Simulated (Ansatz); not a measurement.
Ta2N:

```
CELL_PARAMETERS angstrom
3.11286 0.00000 0.00000
-1.55643 2.69582 0.00000
0.00000 0.00000 4.86984
ATOMIC_POSITIONS crystal
Ta 0.33333 0.66667 0.25471
Ta 0.66667 0.33333 0.74529
N 0.00000 0.00000 0.00000
```

The cell comes from a database or a generator and needn't be the stable form of this composition.

| Item | Value |
| --- | --- |
| Program | Ansatz 0.2.0 |
| Task | relaxation of cell and atoms |
| Functional | LDA |
| Potentials or basis | Ansatz PAW |
| Cutoff | 420 eV (not typed: the program's choice for these potentials) |
| k mesh | 10 × 10 × 6 |
| Occupations | fermi-dirac, width 0.05 eV |
| Spin | no spin polarisation |

At the start: volume 13.62 Å³/atom.

Task: How do energy, volume and symmetry change on relaxing?

Result: It ends after 11 steps and the volume is 12.97 Å³/atom (-4.8 %); space group P-3m1 (No. 164, to 0.05 Å).

The path:
```
step  energy change (eV)  largest force (eV/Å)  volume (Å³)
   1              0.0000                0.4449        40.87
   2             -0.0934                0.2469        39.24
   3             -0.0998                0.1040        38.82
   4             -0.1004                0.0596        38.84
   5             -0.1010                0.0351        38.89
   6             -0.1010                0.0052        38.92
   7             -0.1010                0.0030        38.92
   8             -0.1011                0.0002        38.91
   9             -0.0976                0.0000        38.91
  10             -0.0977                0.0010        38.90
  11             -0.0977                0.0010        38.90
```

Final structure:
```yaml
crystal:
  lattice:
    - [3.06534, 0.00000, 0.00000]
    - [-1.53267, 2.65467, 0.00000]
    - [0.00000, 0.00000, 4.78011]
  atoms:
    - { symbol: Ta, position: [0.33333, 0.66667, 0.25273] }
    - { symbol: Ta, position: [0.66667, 0.33333, 0.74727] }
    - { symbol: N, position: [0.00000, 0.00000, 0.00000] }
```

Caveat: the plane-wave basis is chosen anew once the cell has moved, so the energies of steps on either side of that aren't comparable; the pressure holds a Pulay correction of +0.4 GPa for the finite cutoff; the PAW data sets come from PBE, with cores solved anew for the run's functional, which leaves a small shift of forces and pressure.
